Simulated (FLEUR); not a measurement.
Ru: equation of state with PBE

Crystal: Ru.

```xyz
2
Lattice="2.7058 0.0000 0.0000 -1.3529 2.3433 0.0000 0.0000 0.0000 4.2819" Properties=species:S:1:pos:R:3 pbc="T T T"
Ru    1.3529    0.7811    3.2114
Ru    0.0000    1.5622    1.0705
```

| Quantity | Value |
| --- | --- |
| Program | FLEUR MaX-R8.1 (later development tree) |
| Task | equation of state |
| Functional | PBE |
| Potentials or basis | all-electron |
| Basis | FLAPW |
| Kmax | 5 1/bohr |
| k mesh | 11 × 11 × 6 |
| Occupations | fermi-dirac, width 0.05 eV |
| Spin | no spin polarisation |
| inpgen profile | precise |
| Gmax | 25 1/bohr |
| Muffin-tin radii | Ru 2.25 bohr |
| lmax | Ru 12 |
| Local orbitals a species | Ru 5 |

```yaml
Equilibrium_volume: 13.77 Å³/atom
Bulk_modulus_at_fixed_shape_and_positions: 312 GPa
Pressure_derivative_of_the_bulk_modulus: "4.8 (rough: it moves with the points fitted)"
```

Energy against volume, from the lowest point:
| volume (Å³/atom) | energy (meV/atom) |
| --- | --- |
| 12.760 | 80.49 |
| 13.032 | 39.93 |
| 13.575 | 0.00 |
| 14.118 | 5.51 |
| 14.389 | 22.30 |

Caveat: the cell was scaled at fixed shape and fractional positions, which overstates the stiffness of a crystal with free parameters, most of all of layers and chains.
